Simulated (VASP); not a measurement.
The system is NiO.

```xyz
2
Lattice="0.0000 2.0913 2.0913 2.0913 0.0000 2.0913 2.0913 2.0913 0.0000" Properties=species:S:1:pos:R:3 pbc="T T T"
Ni    0.0000    0.0000    0.0000
O     2.0913    2.0913    2.0913
```

- Program: VASP 6.6.1
- Task: single point
- Functional: PBE
- Potentials or basis: VASP PAW PBE potentials, release 64 (Ni, O)
- Cutoff: 520 eV
- k mesh: 11 × 11 × 11
- Occupations: fermi-dirac, width 0.05 eV
- Spin: collinear spin, ferromagnetic start
- Starting moments: [1.0, 0.0] μB

On this cell: pressure 3.7 GPa; largest force zero by symmetry; net moment 1.70 μB per cell; site moments Ni +1.40; O +0.26 μB; band gap on the k mesh none (metal or under the smearing width).

The same run follows on a disturbed copy (atoms moved at random, drawn with an rms of 0.05 Å):

```
CELL_PARAMETERS angstrom
0.00000 2.09131 2.09131
2.09131 0.00000 2.09131
2.09131 2.09131 0.00000
ATOMIC_POSITIONS crystal
Ni 0.98170 0.98529 0.01021
O 0.49719 0.50288 0.48492
```

**Question.** What does the disturbed cell give?

**Answer.** The energy (extrapolated to zero smearing) moves by +3.6 meV/atom; pressure 4.8 GPa; largest force 0.201 eV/Å; net moment 1.76 μB per cell; site moments Ni +1.44; O +0.27 μB; band gap on the k mesh none (metal or under the smearing width).

Forces on the atoms (eV/Å):
```
Ni  -0.040 -0.051  0.190
O    0.040  0.051 -0.190
```

Stress tensor (GPa, compression positive):
```
4.19 0.00 0.00
0.00 4.25 0.00
0.00 0.00 6.04
```

Caveats: a cell with one magnetic atom can't hold antiferromagnetic order, which such compounds often take; semilocal functionals often make such compounds metallic where correlation or magnetic order opens a gap, which also shifts bond lengths.
